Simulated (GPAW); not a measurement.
# FeO (Wuestite) (Fm-3m) in GPAW: notebook

Aim: see how the results for FeO (Wuestite) move with the level of theory and the settings. Levels: revTPSS+D3, AM05, PBE, PBEint. Tasks: equation of state, band structure, phonons.

Everything below comes from runs of GPAW 26.7.0. Logs are shortened: lines on timing, memory, paths and dates and some standing lists are left out, and cuts for length are marked. The log counts tension as positive stress, the text compression.

### Step 1. The structure

The structure is cubic, space group Fm-3m (No. 225). The conventional cell has a = 4.311 Å, b = 4.311 Å, c = 4.311 Å, α = 90.00°, β = 90.00°, γ = 90.00°. Fe (site symmetry m-3m) is surrounded by 6 O at 2.16 Å. O (site symmetry m-3m) is surrounded by 6 Fe at 2.16 Å.

### Step 2. Equation of state, revTPSS+D3, collinear spin, ferromagnetic start

File run.py:

```python
from ase import Atoms
from ase.calculators.mixing import SumCalculator
from ase.eos import EquationOfState
from ase.io import Trajectory
from ase.units import GPa
from dftd3.ase import DFTD3
from gpaw import GPAW, PW

atoms = Atoms(['Fe', 'O'],
              cell=[[0.0, 2.1554, 2.1554],
                    [2.1554, 0.0, 2.1554],
                    [2.1554, 2.1554, 0.0]],
              scaled_positions=[[0.0, 0.0, 0.0],
                                [0.5, 0.5, 0.5]],
              pbc=True)
atoms.set_initial_magnetic_moments([3.0, 0.0])

traj = Trajectory('eos.traj', 'w')
volumes, energies = [], []
for x in [0.94, 0.96, 0.98, 1.0, 1.02, 1.04, 1.06]:
    a = atoms.copy()
    a.set_cell(atoms.cell * x**(1 / 3), scale_atoms=True)
    calc = GPAW(mode=PW(800),
                xc='MGGA_X_REVTPSS+MGGA_C_REVTPSS',
                kpts={'size': (9, 9, 9), 'gamma': True},
                occupations={'name': 'fermi-dirac', 'width': 0.05},
                nbands=17,
                convergence={'density': 1e-05, 'energy': 1e-05},
                eigensolver='davidson',
                maxiter=150,
                txt=f'eos-{x:.2f}.txt')
    a.calc = SumCalculator([calc, DFTD3(method='revtpss', damping='d3zero')])
    energies.append(a.get_potential_energy())
    volumes.append(a.get_volume())
    p = -a.get_stress()[:3].mean() / GPa
    calc.write(f'eos-{x:.2f}.gpw')
    traj.write(a)
    print(f'{x:.2f} {volumes[-1]:10.4f} A^3 {energies[-1]:14.6f} eV {p:9.3f} GPa', flush=True)

v0, e0, B = EquationOfState(volumes, energies, eos='birchmurnaghan').fit()
print(f'V0 = {v0:.4f} A^3, E0 = {e0:.6f} eV, B0 = {B / GPa:.2f} GPa')
```

Potentials or basis: GPAW PAW data sets (gpaw-data 1.2.1), pw.

Command:

```console
> OMP_NUM_THREADS=1 python run.py
```

Log:

```text
__  _  _
 | _ |_)|_||  |
 |__||  | ||/\| - 26.7.0

Input parameters:
  mode=PW(ecut=800.0),
  convergence={'density': 1e-05, 'energy': 1e-05},
  eigensolver=Davidson(niter=2),
  kpts=MonkhorstPack(size=(9, 9, 9), gamma=True),
  maxiter=150,
  nbands=17,
  occupations=Occupations(name='fermi-dirac', width=0.05),
  xc=XC(name='MGGA_X_REVTPSS+MGGA_C_REVTPSS')

Diagonalizing LCAO Hamiltonian
Converting LCAO to pw mode

              O

       Fe

Atoms  # Å, Bohr magnetons
|   | symbol |        x |        y |        z |    initial magnetic moments |
|---|--------|----------|----------|----------|-----------------------------|
| 0 |     Fe | 0.000000 | 0.000000 | 0.000000 | ( 0.0000,  0.0000,  3.0000) |
| 1 |      O | 2.126269 | 2.126269 | 2.126269 | ( 0.0000,  0.0000,  0.0000) |

Unit cell  # Å
| periodic |        x |        y |        z |  lengths |    angles |
|----------|----------|----------|----------|----------|-----------|
|      yes | 0.000000 | 2.126269 | 2.126269 | 3.006999 | 60.000000 |
|      yes | 2.126269 | 0.000000 | 2.126269 | 3.006999 | 60.000000 |
|      yes | 2.126269 | 2.126269 | 0.000000 | 3.006999 | 60.000000 |

Number of symmetries: 48
Symmetry operations  # r_c * U_cc + t_c -> r_c
|    | kind |            matrix            |
|----|------|------------------------------|
|  0 |  σ   |  1, 0, 0,  1, 0,-1,  1,-1, 0 |
|  1 |  C2  |  1, 0, 0,  1,-1, 0,  1, 0,-1 |
|  2 |  E   |  1, 0, 0,  0, 1, 0,  0, 0, 1 |
|  3 |  σ   |  1, 0, 0,  0, 0, 1,  0, 1, 0 |
|  4 |  C4  |  1, 0,-1,  1, 0, 0,  1,-1, 0 |
|  5 |  S6  |  1, 0,-1,  1,-1, 0,  1, 0, 0 |
|  6 |  σ   |  1, 0,-1,  0, 1,-1,  0, 0,-1 |
|  7 |  C3  |  1, 0,-1,  0, 0,-1,  0, 1,-1 |
|  8 |  S6  |  1,-1, 0,  1, 0, 0,  1, 0,-1 |
|  9 |  C4  |  1,-1, 0,  1, 0,-1,  1, 0, 0 |
| 10 |  C3  |  1,-1, 0,  0,-1, 1,  0,-1, 0 |
| 11 |  σ   |  1,-1, 0,  0,-1, 0,  0,-1, 1 |
| 12 |  σ   |  0, 1, 0,  1, 0, 0,  0, 0, 1 |
| 13 |  C4  |  0, 1, 0,  0, 1,-1, -1, 1, 0 |
| 14 |  C3  |  0, 1, 0,  0, 0, 1,  1, 0, 0 |
| 15 |  S6  |  0, 1, 0, -1, 1, 0,  0, 1,-1 |
| 16 |  C2  |  0, 1,-1,  1, 0,-1,  0, 0,-1 |
| 17 |  σ   |  0, 1,-1,  0, 1, 0, -1, 1, 0 |
| 18 |  S4  |  0, 1,-1,  0, 0,-1,  1, 0,-1 |
| 19 |  C4  |  0, 1,-1, -1, 1, 0,  0, 1, 0 |
| 20 |  C3  |  0, 0, 1,  1, 0, 0,  0, 1, 0 |
| 21 |  σ   |  0, 0, 1,  0, 1, 0,  1, 0, 0 |
| 22 |  S6  |  0, 0, 1,  0,-1, 1, -1, 0, 1 |
| 23 |  C4  |  0, 0, 1, -1, 0, 1,  0,-1, 1 |
| 24 |  S4  |  0, 0,-1,  1, 0,-1,  0, 1,-1 |
| 25 |  C3  |  0, 0,-1,  0, 1,-1,  1, 0,-1 |
| 26 |  C2  |  0, 0,-1,  0,-1, 0, -1, 0, 0 |
| 27 |  S6  |  0, 0,-1, -1, 0, 0,  0,-1, 0 |
| 28 |  S4  |  0,-1, 1,  1,-1, 0,  0,-1, 0 |
| 29 |  C4  |  0,-1, 1,  0, 0, 1, -1, 0, 1 |
| 30 |  C2  |  0,-1, 1,  0,-1, 0,  1,-1, 0 |
| 31 |  σ   |  0,-1, 1, -1, 0, 1,  0, 0, 1 |
| 32 |  C3  |  0,-1, 0,  1,-1, 0,  0,-1, 1 |
| 33 |  S6  |  0,-1, 0,  0, 0,-1, -1, 0, 0 |
| 34 |  S4  |  0,-1, 0,  0,-1, 1,  1,-1, 0 |
| 35 |  C2  |  0,-1, 0, -1, 0, 0,  0, 0,-1 |
| 36 |  C2  | -1, 1, 0,  0, 1, 0,  0, 1,-1 |
| 37 |  S6  | -1, 1, 0,  0, 1,-1,  0, 1, 0 |
| 38 |  S4  | -1, 1, 0, -1, 0, 1, -1, 0, 0 |
| 39 |  C3  | -1, 1, 0, -1, 0, 0, -1, 0, 1 |
| 40 |  S6  | -1, 0, 1,  0, 0, 1,  0,-1, 1 |
| 41 |  C2  | -1, 0, 1,  0,-1, 1,  0, 0, 1 |
| 42 |  C3  | -1, 0, 1, -1, 1, 0, -1, 0, 0 |
| 43 |  S4  | -1, 0, 1, -1, 0, 0, -1, 1, 0 |
| 44 |  C2  | -1, 0, 0,  0, 0,-1,  0,-1, 0 |
| 45 |  i   | -1, 0, 0,  0,-1, 0,  0, 0,-1 |
| 46 |  σ   | -1, 0, 0, -1, 1, 0, -1, 0, 1 |
| 47 |  C2  | -1, 0, 0, -1, 0, 1, -1, 1, 0 |

BZ-sampling:
  Number of BZ points: 729
  Number of IBZ points: 35

  Monkhorst-Pack size: [9, 9, 9]
  Monkhorst-Pack shift: [0, 0, 0]

K-points  # in reciprocal-cell coordinates
|     |                                coordinates |     weight |
|-----|--------------------------------------------|------------|
|   0 | (  0.00000000,   0.00000000,   0.00000000) | 0.00137174 |
|   1 | (  0.11111111,   0.11111111,   0.00000000) | 0.00823045 |
|   2 | (  0.11111111,   0.11111111,   0.11111111) | 0.01097394 |
|   3 | (  0.22222222,   0.11111111,   0.11111111) | 0.01646091 |
|   4 | (  0.22222222,   0.22222222,   0.00000000) | 0.00823045 |
|   5 | (  0.22222222,   0.22222222,   0.11111111) | 0.03292181 |
|   6 | (  0.22222222,   0.22222222,   0.22222222) | 0.01097394 |
|   7 | (  0.33333333,   0.22222222,   0.11111111) | 0.03292181 |
|   8 | (  0.33333333,   0.22222222,   0.22222222) | 0.03292181 |
|   9 | (  0.33333333,   0.33333333,  -0.33333333) | 0.01646091 |
| ... |                                            |            |
|  34 | (  0.44444444,   0.44444444,   0.44444444) | 0.01097394 |

Plane wave coefficients: 1002
Cutoff: 800.0 eV

Spin-components: 2 (collinear spins)
Bands:           17
Projectors:      11
Spin-degeneracy: 1
Datatype:        complex128

Parallelization:
  kpt:    1
  domain: 1
  band:   1

Density:
  Valence electrons: 14.0
  Components: 2
  Grid points: [20 20 20]
  Charge: 0.0  # |e|

Potential:
  Grid points: [20 20 20]

species:
  Fe:
    name:    Iron
    Z:       26.0
    valence: 8
    core:    18
    charge:  0.0  # [|e|]
    compensation charges:
      type: gauss
      rc: 0.33  # [Å]
      lmax: 2
    cutoffs:
      filter: 2.06  # [Å]
      core: 2.67  # [Å]
    projectors
    | kind |    occ | energy [eV] | rcut [Å] |
    |------|--------|-------------|----------|
    |   4s |  2.000 |      -5.291 |    1.164 |
    |   4p |  0.000 |      -1.326 |    1.058 |
    |   3d |  6.000 |      -7.505 |    1.058 |
    |    s |        |      21.920 |    1.164 |
    |    p |        |      25.885 |    1.058 |
    |    d |        |      19.706 |    1.058 |

    Using partial waves for Fe as LCAO basis

  O:
    name:    Oxygen
    Z:       8.0
    valence: 6
    core:    2
    charge:  0.0  # [|e|]
    compensation charges:
      type: gauss
      rc: 0.21  # [Å]
      lmax: 2
    cutoffs:
      filter: 1.17  # [Å]
      core: 0.83  # [Å]
    projectors
    | kind |    occ | energy [eV] | rcut [Å] |
    |------|--------|-------------|----------|
    |   2s |  2.000 |     -23.961 |    0.688 |
    |   2p |  4.000 |      -9.029 |    0.598 |
    |    s |        |       3.251 |    0.688 |
    |    p |        |      18.182 |    0.598 |
    |    d |        |       0.000 |    0.619 |

    Using partial waves for O as LCAO basis

Reference energy: -36660.306901  # eV

eigensolver:
  Davidson
  Converge bands: occupied
  niter=2

density mixing:
  MSR1-Mixer
  Pratt-step length: 0.05
  Maximum mixing coefficient: 0.75
  Old densities: 10
  SVD Regularization: 0.005
  Good broyden scale: 1.0
  Trust region scale: 1.0
  Backstep threshold: 4.0
  History deletion threshold: 6.0
  Fourier metric: weight=20.0, sigma=0.015

occupation numbers:
  Fermi-Dirac:
    width: 0.0500  # eV

poisson solver:
  ecut: 6400.0  # eV

xc functional:
  name: MGGA_X_REVTPSS+MGGA_C_REVTPSS with 2 nearest neighbor stencil

convergence criteria:
- Maximum integral of absolute [dens]ity change: 1e-05 electrons / valence electron
- Maximum [total energy] change in last 3 cyles: 1e-05 eV / valence electron
- Maximum integral of absolute [eigenst]ate change: 4e-08 eV^2 / valence electron
maximum number of iterations: 150

SCF iterations
|iter     | |      energy | eigst |  dens |  magmom |
|---------|-|-------------|-------|-------|---------|
|iter:   1| |   71.152967 | +3.49 |       |  +3.0024|
|iter:   2| |   43.584518 | +1.53 | -0.11 |  +2.8501|
|iter:   3| |   37.000835 | +1.94 | -0.23 |  +2.4676|
|iter:   4| |  -31.841002 | +1.27 | -0.68 |  +2.5087|
|iter:   5| |  -25.480569 | -0.37 | -0.38 |  +2.5808|
|iter:   6| |  -22.529395 | -1.51 | -0.42 |  +2.6563|
|iter:   7| |  -21.714847 | -2.20 | -0.46 |  +2.6929|
|iter:   8| |  -21.530724 | -3.25 | -0.47 |  +2.7144|
|iter:   9| |  -19.066905 | -1.83 | -0.48 |  +2.8154|
|iter:  10| |  -21.045958 | -2.07 | -0.52 |  +2.7555|
|iter:  11| |  -15.559676 | -1.01 | -0.48 |  +3.0268|
|iter:  12| |  -18.304764 | -1.65 | -0.69 |  +2.8830|
|iter:  13| |  -14.389317 | -0.94 | -0.57 |  +3.2746|
|iter:  14| |  -14.602776 | -1.78 | -0.96 |  +3.5564|
|iter:  15| |  -14.599833 | -2.91 | -1.19 |  +3.8116|
|iter:  16| |  -14.595642 | -3.17 | -1.55 |  +3.9932|
|iter:  17| |  -14.597841 | -4.53 | -2.15 |  +3.9921|
|iter:  18| |  -14.598085 | -4.78 | -2.52 |  +4.0023|
|iter:  19| |  -14.598093 | -5.67 | -3.34 |  +4.0027|
|iter:  20| |  -14.598093c| -6.70 | -3.84 |  +4.0025|
|iter:  21| |  -14.598093c| -7.62c| -4.72 |  +4.0026|
|iter:  22| |  -14.598093c| -8.42c| -5.09c|  +4.0026|

Converged in 22 steps
Energy contributions relative to reference atoms: (reference = -36660.306901)

Energy contributions:
  Kinetic:          26.588957
  Coulomb:         -23.178699
  Zero:              0.325621
  External:          0.000000
  Xc:              -18.329383
  Entropy:          -0.009177
  Spinorbit:         0.000000
  ----------------------------
  Free energy:     -14.602682
  Extrapolated:    -14.598093

dipole moment: (-10.250557, -10.250557, -10.250557)  # |e|*Ang

Total magnetic moment: (0.000000, 0.000000, 4.002639)

Local magnetic moments
|        x |        y |        z |
|----------|----------|----------|
| 0.000000 | 0.000000 | 3.563446 |  # Fe   0
| 0.000000 | 0.000000 | 0.224521 |  # O    1

Fermi level: 9.883
Eigenvalues  # (at kpt = [0.000, 0.000, 0.000])
| band index |      eig [eV] | occ [0-1] |      eig [eV] | occ [0-1] |
|------------|---------------|-----------|---------------|-----------|
|          0 |       -12.049 |     1.000 |       -11.501 |     1.000 |
|          1 |         5.672 |     1.000 |         6.252 |     1.000 |
|          2 |         5.672 |     1.000 |         6.252 |     1.000 |
|          3 |         5.672 |     1.000 |         6.252 |     1.000 |
|          4 |         5.753 |     1.000 |         9.102 |     1.000 |
|          5 |         5.753 |     1.000 |         9.102 |     1.000 |
|          6 |         5.753 |     1.000 |         9.102 |     1.000 |
|          7 |         6.010 |     1.000 |        10.364 |     0.000 |
|          8 |         6.010 |     1.000 |        10.364 |     0.000 |
|          9 |         9.709 |     0.970 |        10.727 |     0.000 |
|         10 |        24.466 |     0.000 |        24.694 |     0.000 |
|         11 |        26.929 |     0.000 |        28.172 |     0.000 |
|         12 |        26.929 |     0.000 |        28.172 |     0.000 |
|         13 |        26.929 |     0.000 |        28.172 |     0.000 |
|         14 |        31.284 |     0.000 |        33.043 |     0.000 |
|         15 |        31.284 |     0.000 |        33.043 |     0.000 |
|         16 |        31.284 |     0.000 |        33.043 |     0.000 |

No gap
No difference between direct/indirect transitions

Stress tensor  # eV/Ang^3
|         x |         y |         z |
|-----------|-----------|-----------|
| -0.027573 |  0.000000 |  0.000000 |
|  0.000000 | -0.027573 | -0.000000 |
|  0.000000 | -0.000000 | -0.027573 |

# Writing to eos-0.96.gpw (mode='')
```

Wall time 16 min (1 thread of Arm Neoverse V1, shared host); peak memory 0.65 GiB.

Results:

```yaml
Equilibrium_volume: "9.61 Å³/atom (rough: see the caveat)"
Bulk_modulus: 1189 GPa (rough)
```

Energy against volume, from the lowest point:
```tsv
volume (Å³/atom)	energy (meV/atom)
9.413	54.26
9.613	50.13
9.813	51.93
10.013	58.86
10.214	70.60
10.414	85.92
10.614	0.00
```

Caveat: the energies scatter about the fit; the fit is doubtful: noisy points or a state that changes with volume; the points scatter about the fit; the PAW data sets were made with another functional, which shifts forces and pressure a little.

### Step 3. Equation of state, AM05, collinear spin, ferromagnetic start

File run.py:

```python
from ase.eos import EquationOfState
from ase.io import Trajectory, read
from ase.units import GPa
from gpaw import GPAW, PW, setup_paths

setup_paths.insert(0, '.')

atoms = read('FeO.cif')
atoms.set_initial_magnetic_moments([3.0, 0.0])

traj = Trajectory('eos.traj', 'w')
volumes, energies = [], []
for x in [0.94, 0.96, 0.98, 1.0, 1.02, 1.04, 1.06]:
    a = atoms.copy()
    a.set_cell(atoms.cell * x**(1 / 3), scale_atoms=True)
    calc = GPAW(mode=PW(800),
                xc='AM05',
                kpts={'size': (9, 9, 9), 'gamma': True},
                occupations={'name': 'fermi-dirac', 'width': 0.05},
                nbands=17,
                convergence={'density': 1e-05, 'energy': 1e-05},
                maxiter=150,
                txt=f'eos-{x:.2f}.txt')
    a.calc = calc
    energies.append(a.get_potential_energy(force_consistent=True))
    volumes.append(a.get_volume())
    p = -a.get_stress()[:3].mean() / GPa
    calc.write(f'eos-{x:.2f}.gpw')
    traj.write(a)
    print(f'{x:.2f} {volumes[-1]:10.4f} A^3 {energies[-1]:14.6f} eV {p:9.3f} GPa', flush=True)

v0, e0, B = EquationOfState(volumes, energies, eos='birchmurnaghan').fit()
print(f'V0 = {v0:.4f} A^3, E0 = {e0:.6f} eV, B0 = {B / GPa:.2f} GPa')
```

File FeO.cif:

```cif
data_FeO
_cell_length_a 3.04819591
_cell_length_b 3.04819591
_cell_length_c 3.04819591
_cell_angle_alpha 60.00000000
_cell_angle_beta 60.00000000
_cell_angle_gamma 60.00000000
_space_group_name_H-M_alt 'P1'
_space_group_name_Hall 'P 1'
_space_group_IT_number 1
loop_
_space_group_symop_operation_xyz
'x,y,z'
loop_
_atom_site_label
_atom_site_type_symbol
_atom_site_symmetry_multiplicity
_atom_site_Wyckoff_symbol
_atom_site_fract_x
_atom_site_fract_y
_atom_site_fract_z
_atom_site_occupancy
Fe1 Fe 1 a 0.0000000000 0.0000000000 0.0000000000 1
O1 O 1 a 0.5000000000 0.5000000000 0.5000000000 1
```

Potentials or basis: PAW data sets generated in the run's folder for this functional, pw.

Command:

```console
> gpaw-setup -f AM05 Fe O
> OMP_NUM_THREADS=1 python run.py
```

Run time: 3.5 min. Hardware: 1 thread of Arm Neoverse V1, shared host; peak memory 0.25 GiB.

The run converged. Its results:

| Item | Value |
| --- | --- |
| Equilibrium volume | 9.69 Å³/atom |
| Bulk modulus | 208 GPa |
| Pressure derivative of the bulk modulus | 4.7 |

Energy against volume, from the lowest point:
| volume (Å³/atom) | energy (meV/atom) |
| --- | --- |
| 9.413 | 5.15 |
| 9.613 | 0.00 |
| 9.813 | 0.52 |
| 10.013 | 5.95 |
| 10.214 | 15.95 |
| 10.414 | 29.81 |
| 10.614 | 47.24 |

### Step 4. Band structure, PBE, collinear spin, ferromagnetic start

File run.py:

```python
from ase import Atoms
from ase.dft.bandgap import bandgap
from ase.io import write
from gpaw import GPAW

atoms = Atoms(['Fe', 'O'],
              cell=[[0.0, 2.1554, 2.1554],
                    [2.1554, 0.0, 2.1554],
                    [2.1554, 2.1554, 0.0]],
              scaled_positions=[[0.0, 0.0, 0.0],
                                [0.5, 0.5, 0.5]],
              pbc=True)
atoms.set_initial_magnetic_moments([3.0, 0.0])

calc = GPAW(mode='lcao',
            h=0.2,
            basis='dz(dzp)',
            xc='PBE',
            kpts={'size': (9, 9, 9), 'gamma': True},
            occupations={'name': 'fermi-dirac', 'width': 0.05},
            convergence={'density': 1e-05, 'energy': 1e-05},
            maxiter=150,
            txt='gpaw.txt')
atoms.calc = calc
energy = atoms.get_potential_energy()
forces = atoms.get_forces()
calc.write('gs.gpw')
write('result.traj', atoms)
print(f'Energy: {energy:.6f} eV')
print('Forces (eV/A):')
print(forces.round(4))
print('Moments:', calc.get_magnetic_moments().round(3))
print('Fermi level:', round(calc.get_fermi_level(), 4), 'eV')
print(f'Gap: {bandgap(calc)[0]:.4f} eV, direct: {bandgap(calc, direct=True)[0]:.4f} eV')

path = atoms.cell.bandpath('GXWKGLUWLK,UX', npoints=60, eps=1e-4)
bs_calc = calc.fixed_density(kpts=path, symmetry='off', txt='bands.txt')
bs = bs_calc.band_structure()
bs.write('bs.json')
print(f'Gap on the path: {bandgap(bs_calc)[0]:.4f} eV')
```

Potentials or basis: GPAW PAW data sets (gpaw-data 1.2.1), lcao:dz(dzp).

Command:

```console
> OMP_NUM_THREADS=1 python run.py
```

Run time: 21 s. Hardware: 1 thread of Arm Neoverse V1, shared host; peak memory 0.15 GiB.

The run converged, but some of its settings lie outside the range that counts as converged, so its numbers aren't taken as properties of the crystal.

What came out:

* Free energy: -14.2729 eV
* Band gap along the path: none (metal or under the smearing width)
* Net moment: 4.00 μB per cell
* Site moments: Fe +3.52; O +0.24 μB

Caveat: the real-space grid adds noise to forces; the basis of atomic orbitals isn't converged, which shifts pressures, moduli and gaps; a cell with one magnetic atom can't hold antiferromagnetic order, which such compounds often take; semilocal functionals often make such compounds metallic where correlation or magnetic order opens a gap, which also shifts bond lengths.

(Part 1 of 2 ends here.)
